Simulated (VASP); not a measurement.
# Si (Fd-3m) in VASP: notebook, part 2 of 2

VASP 6.6.1. Earlier steps stand in the parts before.

## Step 4: Relaxation of cell and atoms, PBEsol

The input, INCAR:

```
SYSTEM = Si
ALGO = Normal ; EDIFF = 1E-6
EDIFFG = -0.01 ; ENCUT = 600
GGA = PS ; IBRION = 2
ISIF = 3 ; ISMEAR = 0
KPAR = 8 ; LASPH = .True.
LCHARG = .False. ; LREAL = .False.
LWAVE = .False. ; NELM = 80
NSW = 90 ; PREC = Accurate
SIGMA = 0.03
```

The input, KPOINTS:

```
k-points
0
Gamma
  10 10 10
  0 0 0
```

The input, POSCAR:

```
Si
1.0
    0.0000000000      2.7135600000      2.7135600000
    2.7135600000      0.0000000000      2.7135600000
    2.7135600000      2.7135600000      0.0000000000
Si
2
Direct
    0.7500000000      0.7500000000      0.7500000000
    0.5000000000      0.5000000000      0.5000000000
```

Potentials or basis: VASP PAW PBE potentials, release 64 (Si).

Started as:

```sh
> cat potpaw_PBE.64/Si/POTCAR > POTCAR
> mpirun -np 8 vasp_std > vasp.out
```

OUTCAR:

```text
SYSTEM = Si
   EDIFF = 1E-6
   EDIFFG = -0.01
   ENCUT = 600
   GGA = PS
   IBRION = 2
   ISIF = 3
   ISMEAR = 0
   LASPH = .True.
   LREAL = .False.
   NELM = 80
   NSW = 90
   PREC = Accurate

 ion  position               nearest neighbor table
   1  0.750  0.750  0.750-   2 2.35   2 2.35   2 2.35   2 2.35
   2  0.500  0.500  0.500-   1 2.35   1 2.35   1 2.35   1 2.35

  LATTYP: Found a face centered cubic cell.
 ALAT       =     5.4271200000

  Lattice vectors:

 A1 = (   0.0000000000,   2.7135600000,   2.7135600000)
 A2 = (   2.7135600000,   0.0000000000,   2.7135600000)
 A3 = (   2.7135600000,   2.7135600000,   0.0000000000)

Analysis of symmetry for initial positions (statically):
=====================================================================
 Subroutine PRICEL returns:
 Original cell was already a primitive cell.

 Routine SETGRP: Setting up the symmetry group for a
 face centered cubic supercell.

 Subroutine GETGRP returns: Found 48 space group operations
 (whereof 24 operations were pure point group operations)
 out of a pool of 48 trial point group operations.

The static configuration has the point symmetry T_d .
 The point group associated with its full space group is O_h .

Analysis of symmetry for dynamics (positions and initial velocities):
=====================================================================
 Subroutine PRICEL returns:
 Original cell was already a primitive cell.

 Routine SETGRP: Setting up the symmetry group for a
 face centered cubic supercell.

 Subroutine GETGRP returns: Found 48 space group operations
 (whereof 24 operations were pure point group operations)
 out of a pool of 48 trial point group operations.

The dynamic configuration has the point symmetry T_d .
 The point group associated with its full space group is O_h .

 Subroutine INISYM returns: Found 48 space group operations
 (whereof 24 operations are pure point group operations),
 and found     1 'primitive' translations

----------------------------------------------------------------------------------------

                                     Primitive cell

  volume of cell :      39.9621

  direct lattice vectors                    reciprocal lattice vectors
     0.000000000  2.713560000  2.713560000    -0.184259792  0.184259792  0.184259792
     2.713560000  0.000000000  2.713560000     0.184259792 -0.184259792  0.184259792
     2.713560000  2.713560000  0.000000000     0.184259792  0.184259792 -0.184259792

  length of vectors
     3.837553354  3.837553354  3.837553354     0.319147321  0.319147321  0.319147321

  position of ions in fractional coordinates (direct lattice)
     0.750000000  0.750000000  0.750000000
     0.500000000  0.500000000  0.500000000

  ion indices of the primitive-cell ions
   primitive index   ion index
                 1           1
                 2           2

----------------------------------------------------------------------------------------

[... 48 lines left out ...]
  0.300000  0.300000  0.000000      6.000000
  0.400000  0.300000  0.000000     24.000000
 [... further k-points ...]
   k-points           NKPTS =     47   k-points in BZ     NKDIM =     47   number of bands    NBANDS=      8
   number of dos      NEDOS =    301   number of ions     NIONS =      2
   total plane-waves  NPLWV =  32768
   dimension x,y,z NGX =    32 NGY =   32 NGZ =   32
   dimension x,y,z NGXF=    64 NGYF=   64 NGZF=   64
   ions per type =               2
   NGX,Y,Z   is equivalent  to a cutoff of  13.86, 13.86, 13.86 a.u.
   NGXF,Y,Z  is equivalent  to a cutoff of  27.73, 27.73, 27.73 a.u.
 SYSTEM =  Si
   PREC   = accura    normal or accurate (medium, high low for compatibility)
   ISTART =      0    job   : 0-new  1-cont  2-samecut
   ICHARG =      2    charge: 1-file 2-atom 10-const
   ISPIN  =      1    spin polarized calculation?
   LNONCOLLINEAR =      F non collinear calculations
   LSORBIT =      F    spin-orbit coupling
   LASPH  =      T    aspherical Exc in radial PAW
   ENCUT  =  600.0 eV  44.10 Ry    6.64 a.u.   7.66  7.66  7.66*2*pi/ulx,y,z
   NELM   =     80;   NELMIN=  2; NELMDL= -5     # of ELM steps
   EDIFF  = 0.1E-05   stopping-criterion for ELM
   LREAL  =      F    real-space projection
   EDIFFG = -.1E-01   stopping-criterion for IOM
   NSW    =     90    number of steps for IOM
   IBRION =      2    ionic relax: 0-MD 1-quasi-New 2-CG
   NFREE  =      1    steps in history (QN), initial steepest desc. (CG)
   ISIF   =      3    stress and relaxation
   ISYM   =      2    0-nonsym 1-usesym 2-fastsym
   POTIM  = 0.5000    time-step for ionic-motion
   TEBEG  =    0.0;   TEEND  =   0.0 temperature during run
   PSTRESS=    0.0 pullay stress
   NELECT =       8.0000    total number of electrons
   NUPDOWN=      -1.0000    fix difference up-down
   EMIN   =  10.00;   EMAX   =-10.00  energy-range for DOS
   EFERMI =   0.00;   METHOD = LEGACY
   ISMEAR =     0;   SIGMA  =   0.03  broadening in eV -4-tet -1-fermi 0-gaus
   EFERMI_NEDOS =   21; number of points for ismear=-14 and -15
   IALGO  =     38    algorithm
   IMIX   =      4    mixing-type and parameters
     AMIX     =   0.40;   BMIX     =  1.00
     AMIX_MAG =   1.60;   BMIX_MAG =  1.00
  volume/ion in A,a.u.               =      19.98       134.84
  Fermi-wavevector in a.u.,A,eV,Ry     =   0.957684  1.809760 12.478691  0.917158
  Thomas-Fermi vector in A             =   2.086724
   LORBIT       =      0    0 simple, 1 ext, 2 COOP (PROOUT), +10 PAW based schemes
   GGA     = PS    functional components
   LHFCALC =     F    Hartree Fock is set to
   AEXX    =    0.0000 exact exchange contribution
   IVDW    =     0    specifies the selected vdW correction
   LEPSILON=     F    determine dielectric tensor
   LRPA    =     F    only Hartree local field effects (RPA)
 conjugate gradient relaxation of ions
 non-spin polarized calculation
 Gauss-broadening in eV      SIGMA  =   0.03
  energy-cutoff  :      600.00
  volume of cell :       39.96
 maximum number of plane-waves:      1363
   NGX = 15   NGY = 15   NGZ = 15

--------------------------------------- Ionic step        1  -------------------------------------------

 number of electron       7.9999999 magnetization

 Free energy of the ion-electron system (eV)
  ---------------------------------------------------
  ext. energy  EPLUGINS =         0.00000000
  ---------------------------------------------------
  free energy    TOTEN  =       -11.49228947 eV

  energy without entropy =      -11.49228947  energy(sigma->0) =      -11.49228947

------------------------ aborting loop because EDIFF is reached ----------------------------------------

  FORCE on cell =-STRESS in cart. coord.  units (eV):
  Direction    XX          YY          ZZ          XY          YZ          ZX
  --------------------------------------------------------------------------------------
  -------------------------------------------------------------------------------------
  Total        0.1140348      0.1140348      0.1140348      0.0000000     -0.0000000      0.0000000
  in kB        4.5719330      4.5719330      4.5719330      0.0000000     -0.0000000      0.0000000
  external PRESSURE =       4.5719330 kB  Pullay stress =       0.0000000 kB
[... 59 lines left out ...]
--------------------------------------- Ionic step        3  -------------------------------------------

 number of electron       7.9999999 magnetization

 Free energy of the ion-electron system (eV)
  ---------------------------------------------------
  ext. energy  EPLUGINS =         0.00000000
  ---------------------------------------------------
  free energy    TOTEN  =       -11.49255543 eV

  energy without entropy =      -11.49255543  energy(sigma->0) =      -11.49255543

 E-fermi :   5.9295     XC(G=0):  -9.5428

 val. band max:        5.7622116010   @ k =   0.0000   0.0000   0.0000
 cond. band min:       6.2336800478   @ k =   0.4000   0.4000   0.0000
 fundamental gap:      0.4714684469
 Fermi energy:         5.9294791987

 k-point     1 :       0.0000    0.0000    0.0000
  band No.  band energies     occupation
      1      -6.2091      2.00000
      2       5.7622      2.00000
      3       5.7622      2.00000
      4       5.7622      2.00000
      5       8.2784      0.00000
      6       8.2784      0.00000
      7       8.2784      0.00000
      8       9.0552      0.00000
[... 243 lines left out ...]
 k-point    24 :       0.4000    0.3000    0.0000
  band No.  band energies     occupation
      1      -4.0432      2.00000
      2       0.3391      2.00000
      3       2.8795      2.00000
      4       3.3137      2.00000
      5       6.7116      0.00000
      6       7.8986      0.00000
      7      12.6607      0.00000
      8      12.7818      0.00000

 [... further k-points ...]
[... 5 lines left out ...]
  --------------------------------------------------------------------------------------
  -------------------------------------------------------------------------------------
  Total        0.0009868      0.0009868      0.0009868      0.0000000      0.0000000      0.0000000
  in kB        0.0393747      0.0393747      0.0393747      0.0000000      0.0000000      0.0000000
  external PRESSURE =       0.0393747 kB  Pullay stress =       0.0000000 kB
[... 17 lines left out ...]
  FREE ENERGIE OF THE ION-ELECTRON SYSTEM (eV)
  ---------------------------------------------------
  free  energy   TOTEN  =       -11.4925554341 eV

  energy  without entropy=      -11.4925554341  energy(sigma->0) =      -11.49255543

 reached required accuracy - stopping structural energy minimisation
```

OSZICAR:

```text
N       E                     dE             d eps       ncg     rms          rms(c)
DAV:   1     0.111041456313E+02    0.11104E+02   -0.37647E+03   752   0.917E+02
DAV:   2    -0.114220037619E+02   -0.22526E+02   -0.21601E+02  1168   0.911E+01
DAV:   3    -0.117153561422E+02   -0.29335E+00   -0.29335E+00   960   0.136E+01
[... 15 lines left out ...]
       N       E                     dE             d eps       ncg     rms          rms(c)
DAV:   1    -0.114926275515E+02   -0.21185E-03   -0.27146E-03   864   0.300E-01    0.470E-02
DAV:   2    -0.114925780595E+02    0.49492E-04   -0.46085E-05  1008   0.461E-02    0.282E-02
DAV:   3    -0.114925552870E+02    0.22773E-04   -0.55897E-05   896   0.378E-02    0.926E-03
DAV:   4    -0.114925554341E+02   -0.14711E-06   -0.48953E-07   568   0.657E-03
   3 F= -.11492555E+02 E0= -.11492555E+02  d E =-.265961E-03
```

CONTCAR:

```text
Si
   1.00000000000000
     0.0000000000000000    2.7178477093140447    2.7178477093140447
     2.7178477093140447   -0.0000000000000000    2.7178477093140447
     2.7178477093140447    2.7178477093140447    0.0000000000000000
  Si
     2
Direct
     0.7500000000000000    0.7500000000000000    0.7500000000000000
     0.5000000000000000    0.5000000000000000    0.5000000000000000

  0.00000000E+00  0.00000000E+00  0.00000000E+00
  0.00000000E+00  0.00000000E+00  0.00000000E+00
```

Wall time 6.1 s (8 MPI ranks of Intel Xeon Platinum 8488C (Sapphire Rapids), shared host); peak memory 0.18 GiB.

Results:

| Quantity | Value |
| --- | --- |
| Free energy | -11.4926 eV |
| Relaxed volume | 20.08 Å³/atom |
| Relaxed cell | a = 3.844 Å, b = 3.844 Å, c = 3.844 Å, α = 60.00°, β = 60.00°, γ = 60.00° |
| Space group after relaxing (to 0.05 Å) | Fd-3m (No. 227) |
| Energy gained by relaxing | 0.1 meV/atom |
| Ionic steps | 3 |
| Pressure after relaxing | 0.0 GPa |
| Band gap on the k mesh | 0.47 eV, indirect (least direct gap 2.52 eV) |

Step by step:
| step | energy change (eV) | largest force (eV/Å) | pressure (GPa) | volume (Å³) |
| --- | --- | --- | --- | --- |
| 1 | 0.0000 | 0.0000 | 0.46 | 39.96 |
| 2 | -0.0001 | 0.0000 | -0.32 | 40.29 |
| 3 | -0.0003 | 0.0000 | 0.00 | 40.15 |

Final structure:
```cif
data_structure
_symmetry_space_group_name_H-M 'P 1'
_symmetry_Int_Tables_number 1
_cell_length_a 3.8436
_cell_length_b 3.8436
_cell_length_c 3.8436
_cell_angle_alpha 60.000
_cell_angle_beta 60.000
_cell_angle_gamma 60.000
_cell_volume 40.15
loop_
_atom_site_label
_atom_site_type_symbol
_atom_site_fract_x
_atom_site_fract_y
_atom_site_fract_z
_atom_site_occupancy
Si1 Si 0.75000 0.75000 0.75000 1
Si2 Si 0.50000 0.50000 0.50000 1
```

Levels at points of the mesh, in eV from the valence-band top:
| k point | band 1 | band 2 | band 3 | band 4 | band 5 | band 6 | band 7 | band 8 |
| --- | --- | --- | --- | --- | --- | --- | --- | --- |
| (0.00, 0.00, 0.00) | -11.97 | 0.00 | 0.00 | 0.00 | 2.52 | 2.52 | 2.52 | 3.29 |
| (0.50, 0.00, 0.00) | -9.63 | -7.00 | -1.20 | -1.20 | 1.46 | 3.27 | 3.27 | 7.51 |
| (0.50, 0.50, 0.00) | -7.82 | -7.82 | -2.87 | -2.87 | 0.59 | 0.59 | 10.04 | 10.04 |

Caveat: the PAW data sets were made with another functional, which shifts forces and pressure a little. Zero-point motion and thermal expansion aren't in these numbers.

## Step 5: Relaxation of cell and atoms, PBEsol

This run uses another cell than the first one, of 20.08 Å³/atom, 1.005 times its volume.

INCAR: that of step 4 with these lines changed.

```diff
@@ -1,4 +1,4 @@
 SYSTEM = Si
-ALGO = Normal ; EDIFF = 1E-6
-EDIFFG = -0.01 ; ENCUT = 600
+ALGO = Normal ; EDIFF = 1E-7
+EDIFFG = -0.005 ; ENCUT = 600
 GGA = PS ; IBRION = 2
```

KPOINTS is that of step 4.

The input, POSCAR:

```
Si                                      
1.0
    0.0000000000      2.7178477093      2.7178477093
    2.7178477093     -0.0000000000      2.7178477093
    2.7178477093      2.7178477093      0.0000000000
  Si            
     2
Direct
     0.7500000000000000    0.7500000000000000    0.7500000000000000
     0.5000000000000000    0.5000000000000000    0.5000000000000000
```

Started as:

```sh
> cat potpaw_PBE.64/Si/POTCAR > POTCAR
> mpirun -np 8 vasp_std > vasp.out
```

It took 5.6 s on 8 MPI ranks of Intel Xeon Platinum 8488C (Sapphire Rapids), shared host; peak memory 0.16 GiB.

The run converged. Its results:

* Free energy: -11.4926 eV
* Pressure after relaxing: 0.0 GPa
* Band gap on the k mesh: 0.47 eV, indirect (least direct gap 2.52 eV)

Final structure:
```yaml
crystal:
  lattice:
    - [0.00000, 2.71785, 2.71785]
    - [2.71785, 0.00000, 2.71785]
    - [2.71785, 2.71785, 0.00000]
  atoms:
    - { symbol: Si, position: [0.75000, 0.75000, 0.75000] }
    - { symbol: Si, position: [0.50000, 0.50000, 0.50000] }
```

Levels at points of the mesh, in eV from the valence-band top:
| k point | band 1 | band 2 | band 3 | band 4 | band 5 | band 6 | band 7 | band 8 |
| --- | --- | --- | --- | --- | --- | --- | --- | --- |
| (0.00, 0.00, 0.00) | -11.97 | 0.00 | 0.00 | 0.00 | 2.52 | 2.52 | 2.52 | 3.29 |
| (0.50, 0.00, 0.00) | -9.63 | -7.00 | -1.20 | -1.20 | 1.46 | 3.27 | 3.27 | 7.51 |
| (0.50, 0.50, 0.00) | -7.82 | -7.82 | -2.87 | -2.87 | 0.59 | 0.59 | 10.04 | 10.04 |

Caveat: the relaxation stopped at its first step, so nothing moved; the PAW data sets were made with another functional, which shifts forces and pressure a little. As with any semilocal functional, this PBEsol gap is likely too small.
